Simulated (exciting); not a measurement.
RbBr:

```
Rb Br
1.0
     0.00000    3.42700    3.42700
     3.42700    0.00000    3.42700
     3.42700    3.42700    0.00000
Rb Br
1 1
Direct
  0.00000 0.00000 0.00000
  0.50000 0.50000 0.50000
```

Base run:

| Item | Value |
| --- | --- |
| Program | exciting (release sodium) |
| Functional | LDA |
| Potentials or basis | all-electron LAPW+lo, shipped species files, valence relativity iora* |
| rgkmax | 9 |
| k mesh | 7 × 7 × 7 |
| Occupations | gaussian, width 0.02 eV |
| Spin | no spin polarisation |

Its results: band gap on the k mesh 3.95 eV, direct.

The run is repeated on the same cell with these changes: functional from LDA to PBE; occupations from gaussian, width 0.02 eV to gaussian, width 0.05 eV. What comes out?

Band gap on the k mesh 4.37 eV, direct.

Caveats: an odd mesh through Γ misses points on the zone boundary, where band edges often lie (some runs).
